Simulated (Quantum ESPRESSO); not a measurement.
# Ag (Fm-3m) in Quantum ESPRESSO: relaxation of cell and atoms with PBEsol

Aim: the relaxation of cell and atoms of Ag with PBEsol.

All numbers are computed with Quantum ESPRESSO 7.5; they aren't measurements. Logs are shortened: lines on timing, memory, paths and dates and some standing lists are left out, and cuts for length are marked.

**1. The crystal as given**

It takes space group Fm-3m (No. 225, cubic). Conventional cell: a = 4.085 Å, b = 4.085 Å, c = 4.085 Å, α = 90.00°, β = 90.00°, γ = 90.00°. Ag (site symmetry m-3m) is surrounded by 12 Ag at 2.89 Å.

**2. Relaxation of cell and atoms, PBEsol, target pressure 30 GPa, at which the enthalpy is minimised**

pw.in reads:

```
&CONTROL
  calculation = 'vc-relax'
  prefix = 'pwscf'
  outdir = './tmp'
  pseudo_dir = './pseudo'
  tprnfor = .true.
  tstress = .true.
  disk_io = 'low'
  nstep = 40
  forc_conv_thr = 0.0004
  etot_conv_thr = 1d-05
/
&SYSTEM
  ibrav = 0
  A = 2.88888475
  nat = 1
  ntyp = 1
  ecutwfc = 69
  nbnd = 16
  input_dft = 'pbesol'
  occupations = 'smearing'
  smearing = 'fd'
  degauss = 0.00367493
/
&ELECTRONS
  conv_thr = 2d-10
  electron_maxstep = 120
  mixing_beta = 0.5
/
&IONS
  ion_dynamics = 'bfgs'
/
&CELL
  cell_dynamics = 'bfgs'
  press = 300
  press_conv_thr = 0.3
/
ATOMIC_SPECIES
Ag   107.8682 Ag_ONCV_PBE-1.0.oncvpsp.upf
CELL_PARAMETERS alat
   0.0000000000    0.7071067823    0.7071067823
   0.7071067823    0.0000000000    0.7071067823
   0.7071067823    0.7071067823    0.0000000000
ATOMIC_POSITIONS alat
Ag     0.0000000000    0.0000000000    0.0000000000
K_POINTS automatic
11 11 11 0 0 0
```

Potentials or basis: SSSP 1.3 efficiency PBE.

On the command line:

```sh
OMP_NUM_THREADS=1 pw.x -in pw.in > pw.out
```

pw.out:

```text
This program is part of the open-source Quantum ESPRESSO suite
     for quantum simulation of materials; please cite
         "P. Giannozzi et al., J. Phys.:Condens. Matter 21 395502 (2009);
         "P. Giannozzi et al., J. Phys.:Condens. Matter 29 465901 (2017);
         "P. Giannozzi et al., J. Chem. Phys. 152 154105 (2020);
     in publications or presentations arising from this work. More details at

     IMPORTANT: XC functional enforced from input :
     Exchange-correlation= PBESOL
                           (   1   4  10   8   0   0   0)
     Any further DFT definition will be discarded
     Please, verify this is what you really want

     Message from routine setup:
     using ibrav=0 with symmetry is DISCOURAGED, use correct ibrav instead

     G-vector sticks info
     --------------------
     sticks:   dense  smooth     PW     G-vecs:    dense   smooth      PW
     Sum         571     571    187                 8873     8873    1639

     Using Slab Decomposition

     bravais-lattice index     =            0
     lattice parameter (alat)  =       5.4592  a.u.
     unit-cell volume          =     115.0462 (a.u.)^3
     number of atoms/cell      =            1
     number of atomic types    =            1
     number of electrons       =        19.00
     number of Kohn-Sham states=           16
     kinetic-energy cutoff     =      69.0000  Ry
     charge density cutoff     =     276.0000  Ry
     scf convergence threshold =      2.0E-10
     mixing beta               =       0.5000
     number of iterations used =            8  plain     mixing
     energy convergence thresh.=      1.0E-05
     force convergence thresh. =      4.0E-04
     press convergence thresh. =      3.0E-01
     Exchange-correlation= PBESOL
                           (   1   4  10   8   0   0   0)
     nstep                     =           40

     celldm(1)=   5.459201  celldm(2)=   0.000000  celldm(3)=   0.000000
     celldm(4)=   0.000000  celldm(5)=   0.000000  celldm(6)=   0.000000

     crystal axes: (cart. coord. in units of alat)
               a(1) = (   0.000000   0.707107   0.707107 )
               a(2) = (   0.707107   0.000000   0.707107 )
               a(3) = (   0.707107   0.707107   0.000000 )

     reciprocal axes: (cart. coord. in units 2 pi/alat)
               b(1) = ( -0.707107  0.707107  0.707107 )
               b(2) = (  0.707107 -0.707107  0.707107 )
               b(3) = (  0.707107  0.707107 -0.707107 )

     PseudoPot. # 1 for Ag read from file:
     Ag_ONCV_PBE-1.0.oncvpsp.upf
     Pseudo is Norm-conserving, Zval = 19.0
     Generated using ONCVPSP code by D. R. Hamann
     Using radial grid of 1398 points,  6 beta functions with:
                l(1) =   0
                l(2) =   0
                l(3) =   1
                l(4) =   1
                l(5) =   2
                l(6) =   2

     atomic species   valence    mass     pseudopotential
     Ag               19.00   107.86820     Ag( 1.00)

     48 Sym. Ops., with inversion, found

   Cartesian axes

     site n.     atom                  positions (alat units)
         1        Ag     tau(   1) = (   0.0000000   0.0000000   0.0000000  )

[... 1624 lines left out ...]
     new conv_thr            =            2.0E-12 Ry

     new unit-cell volume =     95.44004 a.u.^3 (    14.14275 Ang^3 )
     density =     12.66510 g/cm^3
[... 355 lines left out ...]
     Energy error            =      6.7E-09 Ry
     Gradient error          =      0.0E+00 Ry/Bohr
     Cell gradient error     =      1.2E-01 kbar

     bfgs converged in   5 scf cycles and   4 bfgs steps
     (criteria: energy <  1.0E-05 Ry, force <  4.0E-04 Ry/Bohr, cell <  3.0E-01 kbar)

     End of BFGS Geometry Optimization

     Final enthalpy           =    -286.8652914113 Ry

Begin final coordinates
     new unit-cell volume =     95.44004 a.u.^3 (    14.14275 Ang^3 )
     density =     12.66510 g/cm^3

CELL_PARAMETERS (alat=  5.45920098)
  -0.000000000   0.664412488   0.664412488
   0.664412488  -0.000000000   0.664412488
   0.664412488   0.664412488  -0.000000000

ATOMIC_POSITIONS (alat)
Ag               0.0000000000        0.0000000000        0.0000000000
End final coordinates

     Final scf calculation at the relaxed structure.
     The G-vectors are recalculated for the final unit cell
     Results may differ from those at the preceding step.

     G-vector sticks info
     --------------------
     sticks:   dense  smooth     PW     G-vecs:    dense   smooth      PW
     Sum         499     499    163                 7391     7391    1363

     Using Slab Decomposition

     bravais-lattice index     =            0
     lattice parameter (alat)  =       5.4592  a.u.
     unit-cell volume          =      95.4400 (a.u.)^3
     number of atoms/cell      =            1
     number of atomic types    =            1
     number of electrons       =        19.00
     number of Kohn-Sham states=           16
     kinetic-energy cutoff     =      69.0000  Ry
     charge density cutoff     =     276.0000  Ry
     scf convergence threshold =      2.0E-12
     mixing beta               =       0.5000
     number of iterations used =            8  plain     mixing
     press convergence thresh. =      3.0E-01
     Exchange-correlation= PBESOL
                           (   1   4  10   8   0   0   0)

     celldm(1)=   5.459201  celldm(2)=   0.000000  celldm(3)=   0.000000
     celldm(4)=   0.000000  celldm(5)=   0.000000  celldm(6)=   0.000000

     crystal axes: (cart. coord. in units of alat)
               a(1) = (  -0.000000   0.664412   0.664412 )
               a(2) = (   0.664412  -0.000000   0.664412 )
               a(3) = (   0.664412   0.664412  -0.000000 )

     reciprocal axes: (cart. coord. in units 2 pi/alat)
               b(1) = ( -0.752545  0.752545  0.752545 )
               b(2) = (  0.752545 -0.752545  0.752545 )
               b(3) = (  0.752545  0.752545 -0.752545 )

     PseudoPot. # 1 for Ag read from file:
     Ag_ONCV_PBE-1.0.oncvpsp.upf
     Pseudo is Norm-conserving, Zval = 19.0
     Generated using ONCVPSP code by D. R. Hamann
     Using radial grid of 1398 points,  6 beta functions with:
                l(1) =   0
                l(2) =   0
                l(3) =   1
                l(4) =   1
                l(5) =   2
                l(6) =   2

     atomic species   valence    mass     pseudopotential
     Ag               19.00   107.86820     Ag( 1.00)

     48 Sym. Ops., with inversion, found

   Cartesian axes

     site n.     atom                  positions (alat units)
         1        Ag     tau(   1) = (   0.0000000   0.0000000   0.0000000  )

     number of k points=    56  Fermi-Dirac smearing, width (Ry)=  0.0037
                       cart. coord. in units 2pi/alat
        k(    1) = (   0.0000000   0.0000000   0.0000000), wk =   0.0015026
        k(    2) = (   0.0684131   0.0684131  -0.0684131), wk =   0.0120210
        k(    3) = (   0.1368263   0.1368263  -0.1368263), wk =   0.0120210
        k(    4) = (   0.2052394   0.2052394  -0.2052394), wk =   0.0120210
        k(    5) = (   0.2736526   0.2736526  -0.2736526), wk =   0.0120210
        k(    6) = (   0.3420657   0.3420657  -0.3420657), wk =   0.0120210
[... 48 lines left out ...]
        k(   55) = (  -0.0684131  -0.4788920   0.7525446), wk =   0.0360631
        k(   56) = (   0.0000000  -0.4104788   0.6841314), wk =   0.0360631

     Dense  grid:     7391 G-vectors     FFT dimensions: (  27,  27,  27)

     Initial potential from superposition of free atoms

     starting charge      18.9997, renormalised to      19.0000
     Starting wfcs are   10 randomized atomic wfcs +    6 random wfcs

     Self-consistent Calculation

     iteration #  1     ecut=    69.00 Ry     beta= 0.50
     Davidson diagonalization with overlap
     ethr =  1.00E-06,  avg # of iterations = 12.0
[... 355 lines left out ...]
          total   stress  (Ry/bohr**3)                   (kbar)     P=      300.10
   0.00204005   0.00000000   0.00000000          300.10        0.00        0.00
   0.00000000   0.00204005  -0.00000000            0.00      300.10       -0.00
   0.00000000   0.00000000   0.00204005            0.00        0.00      300.10

=------------------------------------------------------------------------------=
   JOB DONE.
=------------------------------------------------------------------------------=
```

It took 67 s on 1 thread of Arm Neoverse V1, shared host; peak memory 0.05 GiB.

What came out:

- Free energy: -3905.6492 eV
- Relaxed volume: 14.14 Å³/atom
- Relaxed cell: a = 2.714 Å, b = 2.714 Å, c = 2.714 Å, α = 60.00°, β = 60.00°, γ = 60.00°
- Space group after relaxing (to 0.05 Å): Fm-3m (No. 225)
- Energy change on relaxing (the enthalpy is what falls): +183.2 meV/atom
- Ionic steps: 5
- Pressure after relaxing: 30.0 GPa
- Band gap on the k mesh: none (metal or under the smearing width)

Step by step:
```
step  energy change (eV)  largest force (eV/Å)  pressure (GPa)  volume (Å³)
   1              0.0000                0.0000           -3.40        17.05
   2              0.1541                0.0000           26.91        14.31
   3              0.1960                0.0000           31.33        14.08
   4              0.1828                0.0000           29.97        14.14
   5              0.1832                0.0000           30.01        14.14
```

Final structure:
```
CELL_PARAMETERS angstrom
0.00000 1.91941 1.91941
1.91941 0.00000 1.91941
1.91941 1.91941 0.00000
ATOMIC_POSITIONS crystal
Ag 0.00000 0.00000 0.00000
```

Levels at points of the mesh, in eV from the Fermi level:
| k point | band 8 | band 9 | band 10 | band 11 | band 12 | band 13 |
| --- | --- | --- | --- | --- | --- | --- |
| (0.00, 0.00, 0.00) | -5.68 | -4.22 | -4.22 | 16.46 | 21.09 | 21.09 |

Caveat: the potentials were made for another functional, which shifts forces and pressure; the volume moved by over 15 % at a fixed basis, so the end points are rough.
